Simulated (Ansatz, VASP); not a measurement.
# Cross-check of GaSb between VASP and Ansatz, part 2 of 2

Aim: how closely do two programs agree when they are given the same cell, functional and k mesh? The structure shown is the end of the Ansatz relaxation below.

VASP 6.6.1 and Ansatz 0.2.0.

So far: Set-up; Ansatz: relaxation, PBEsol; VASP: single point, PBEsol, pair 1; Side by side.

## Step 6: VASP: single point, PBEsol, pair 2

Level of this step: PBEsol; plane waves and PAW (Ga_d, Sb) (VASP).

The same cell, functional, mesh and smearing now go to VASP, with its own data sets.

File INCAR:

```
SYSTEM = GaSb
PREC = Accurate
ENCUT = 500
EDIFF = 1E-06
NELM = 120
ISMEAR = 1
SIGMA = 0.2
LREAL = .FALSE.
ALGO = Normal
GGA = PS
NBANDS = 15
LORBIT = 11
LWAVE = .FALSE.
LCHARG = .FALSE.
ISIF = 2
LASPH = .TRUE.
GGA_COMPAT = .FALSE.
EFERMI = MIDGAP
KPAR = 2
```

File POSCAR:

```
GaSb
1.0
    0.0000000000      2.9640952644      3.1376476433
    2.9640952644      0.0000000000      3.1376476433
    2.9640952644      2.9640952644      0.0000000000
Ga Sb
1 1
Direct
    0.0000000000      0.0000000000      0.0000000000
    0.7500000000      0.7500000000      0.7500000000
```

File KPOINTS:

```
Automatic mesh
0
Gamma
12 12 12
0 0 0
```

PAW data sets: Ga_d and Sb (PBE family, release 64).

On the command line:

```bash
$ mpirun -np 2 vasp_std
```

Numbers of over 12 decimals in the logs are rounded to 6 here.

What it wrote:

```text
[banner, memory and clock lines left out]
running    2 mpi-ranks, on    1 nodes
[...]
[... a notice as in an earlier step ...]

 LDA part: xc-table for (Slater+PW92), standard interpolation
 POSCAR, INCAR and KPOINTS ok, starting setup
[...]
entering main loop
       N       E                     dE             d eps       ncg     rms          rms(c)
DAV:   1     0.801367624762E+02    0.80137E+02   -0.85262E+03  4946   0.147E+03
DAV:   2    -0.207885220096E+01   -0.82216E+02   -0.79495E+02  5688   0.303E+02
DAV:   3    -0.812250996252E+01   -0.60437E+01   -0.60113E+01  5919   0.670E+01
DAV:   4    -0.823016773380E+01   -0.10766E+00   -0.10764E+00  6042   0.101E+01
[...]
DAV:  10    -0.812454547868E+01    0.97277E-05   -0.20417E-05  6356   0.406E-02    0.111E-02
DAV:  11    -0.812455444084E+01   -0.89622E-05   -0.11813E-05  5569   0.246E-02    0.468E-03
DAV:  12    -0.812455448985E+01   -0.49012E-07   -0.37292E-07  5028   0.610E-03
   1 F= -.81245545E+01 E0= -.81246845E+01  d E =0.390062E-03
```

Parts of OUTCAR (step 6):

```text
  Total        1.0092552      1.0092552      0.0289848      0.0000000      0.0000000      0.0000000
  in kB       29.3287193     29.3287193      0.8422901      0.0000000      0.0000000      0.0000000
  external PRESSURE =      19.8332429 kB  Pullay stress =       0.0000000 kB

 POSITION                                       TOTAL-FORCE (eV/Angst)
 -----------------------------------------------------------------------------------
      0.00000      0.00000      0.00000         0.000000      0.000000     -0.000000
      4.44614      4.44614      4.70647        -0.000000     -0.000000      0.000000
 -----------------------------------------------------------------------------------
    total drift:                               -0.000000     -0.000000     -0.000001

  FREE ENERGIE OF THE ION-ELECTRON SYSTEM (eV)
  ---------------------------------------------------
  free  energy   TOTEN  =        -8.1245544898 eV

  energy  without entropy=       -8.1249445517  energy(sigma->0) =       -8.12468451

[... 1 part as in an earlier step ...]

[... 2 further parts left out ...]
[key lines of the parts left out:]
E-fermi :   5.3243
```

The run ends at a pressure of 1.98 GPa.

## Step 7: Differences

What differs besides the data sets and the points named for the pairs above, as far as they apply: the data sets hold 28 valence electrons in Ansatz (on its PAW soft_1 files) and 18 in VASP. Total energies have different zeros and are not compared.

The two programs side by side:

```csv
quantity,Ansatz,VASP,difference
pressure (GPa),1.90,1.98,-0.09
```

## Step 8: Ansatz: relaxation, PBEsol

This run makes the geometry at which the two programs are then compared. The cell compared in this pair holds 56.44 Å³, against 55.13 Å³ for the pair before.

The structure compared here is the end of the Ansatz relaxation.

File input.yaml:

```yaml
crystal:
  lattice:
    - [0.0, 3.0252106306, 3.0557683138]
    - [3.0252106306, 0.0, 3.0557683138]
    - [3.0252106306, 3.0252106306, 0.0]
  atoms:
    - { symbol: Ga, position: [0.0, 0.0, 0.0] }
    - { symbol: Sb, position: [0.75, 0.75, 0.75] }
  conventional_axes: [[-1, 1, 1], [1, -1, 1], [1, 1, -1]]
kpoints:
  mp_grid: { grid: [12, 12, 12] }
hamiltonian:
  xc: pbesol
  pseudopotentials: { kind: paw, azcp: { folder: soft_1 }, xc_functional: pbe }
scf:
  occupations: { method: methfessel_paxton, width: 0.2 }
output:
  forces: true
  stress: true
  eigenvalues: true
relax:
  adjacent_minimum: "off"
  f_tol: 0.001
  max_steps: 60
  cell: { stress_tol: 0.01, fix: [a, b, gamma] }
```

On the command line:

```bash
$ ansatz run input.yaml --threads 4 --pin off --max-ram 10240MiB --backend cpu --events-out ev --progress --plain --runs-dir out
```

What it wrote:

```text
[...]
Crystal: 2 atoms, lattice volume = 55.932 Å³
Basis set: ecut = 420 eV, 1075 PW (Γ), exchange–correlation on 60×60×60 points (8 copies of the dense FFT grid, shifted against one another)
Bands: 18, of which v1, the nominal top of the filled ones, is band 14 counted from 1 (13 counted from 0)
Symmetry: 8 space group operations
[...]
k-points: 163 of 1728 (time reversal used)
[...]
k-point 162: bands = [... 10 lower, -1.2809, 0.9302, 5.3137, 5.3137, 8.7991, 9.0864, 16.6419, 16.6419]
--- Relaxed structure (3 steps of the walk, 3 accepted, 1 SCFs on fresh bases) ---
[...]
cell:  # Å, volume = 56.4401 Å³
    - [0, 3.0252106306, 3.083518]
    - [3.0252106306, 0, 3.083518]
    - [3.0252106306, 3.0252106306, 0]
  atoms:
    - { symbol: Ga, position: [0, 0, 0] }
    - { symbol: Sb, position: [0.750000, 0.750000, 0.750000] }
[key lines of the parts left out:]
SCF converged after 8 iterations
Free energy (F): -10151.613504 eV
Fermi energy:    7.932968 eV
P = ⅓ Tr σ = 0.5790 GPa (5.790 kbar)
```

## Step 9: VASP: single point, PBEsol, pair 3

The same cell, functional, mesh and smearing now go to VASP, with its own data sets.

INCAR, as its differences from that of step 6:

```diff
@@ -17,3 +17,2 @@
 GGA_COMPAT = .FALSE.
-EFERMI = MIDGAP
 KPAR = 2
```

File POSCAR:

```
GaSb
1.0
    0.0000000000      3.0252106306      3.0835178161
    3.0252106306      0.0000000000      3.0835178161
    3.0252106306      3.0252106306      0.0000000000
Ga Sb
1 1
Direct
    0.0000000000      0.0000000000      0.0000000000
    0.7500000000      0.7500000000      0.7500000000
```

KPOINTS is that of step 6.

On the command line:

```bash
$ mpirun -np 2 vasp_std
```

What it wrote:

```text
[... set-up lines as in an earlier step ...]
 entering main loop
       N       E                     dE             d eps       ncg     rms          rms(c)
DAV:   1     0.805300827478E+02    0.80530E+02   -0.85528E+03  4938   0.144E+03
DAV:   2    -0.207101251206E+01   -0.82601E+02   -0.79465E+02  5695   0.301E+02
DAV:   3    -0.814289510874E+01   -0.60719E+01   -0.60557E+01  5828   0.671E+01
DAV:   4    -0.825141507510E+01   -0.10852E+00   -0.10850E+00  5988   0.101E+01
[...]
DAV:  10    -0.815136417068E+01    0.72451E-05   -0.19836E-05  6371   0.396E-02    0.108E-02
DAV:  11    -0.815137349204E+01   -0.93214E-05   -0.12268E-05  5639   0.251E-02    0.453E-03
DAV:  12    -0.815137358598E+01   -0.93937E-07   -0.42125E-07  5049   0.669E-03
   1 F= -.81513736E+01 E0= -.81515167E+01  d E =0.429217E-03
```

From OUTCAR (step 9):

```text
  Total        0.3348435      0.3348435      0.0284650      0.0000000      0.0000000      0.0000000
  in kB        9.5052759      9.5052759      0.8080426      0.0000000      0.0000000      0.0000000
  external PRESSURE =       6.6061981 kB  Pullay stress =       0.0000000 kB

 POSITION                                       TOTAL-FORCE (eV/Angst)
 -----------------------------------------------------------------------------------
      0.00000      0.00000      0.00000        -0.000000     -0.000000      0.000000
      4.53782      4.53782      4.62528         0.000000      0.000000      0.000000
 -----------------------------------------------------------------------------------
    total drift:                                0.000000      0.000000     -0.000001

  FREE ENERGIE OF THE ION-ELECTRON SYSTEM (eV)
  ---------------------------------------------------
  free  energy   TOTEN  =        -8.1513735860 eV

  energy  without entropy=       -8.1518028034  energy(sigma->0) =       -8.15151666

[... 1 part as in an earlier step ...]

[... 2 further parts left out ...]
[key lines of the parts left out:]
E-fermi :   4.9466
```

The run ends at a pressure of 0.66 GPa.

## Step 10: Comparison

What differs besides the data sets and the points named for the pairs above, as far as they apply: the data sets hold 28 valence electrons in Ansatz (on its PAW soft_1 files) and 18 in VASP. Total energies have different zeros and are not compared.

Both answers:

```csv
quantity,Ansatz,VASP,difference
pressure (GPa),0.58,0.66,-0.08
```

## Step 11: What came out

| Quantity | Value |
| --- | --- |
| difference in pressure (single point, PBEsol, pair 1) | -0.094 GPa |
| difference in pressure (single point, PBEsol, pair 2) | -0.087 GPa |
| difference in pressure (single point, PBEsol, pair 3) | -0.082 GPa |

What this shows: The difference in pressure is -0.094 GPa (single point, PBEsol, pair 1), within the 1 GPa picked in this series as the mark of a large difference. The data sets hold unlike numbers of valence electrons (28 in Ansatz and 18 in VASP), so part of the differences comes from the potentials. 5 further runs of this series are not shown here. How closely two codes agree says nothing of how well the functional describes the real material.

[Lines on the potential files, build, host, timing and source positions are cut from VASP's logs without a mark.]

[Logs are printed without paths, hosts, clocks, repeated set-up lines and the standing remarks that a program may print on its own settings, such as how far it seeks lower states.]

[Hosts, paths, dates, database ids (printed as entryN), source tags and the programs' standing remarks are cut or masked in the printed files.]
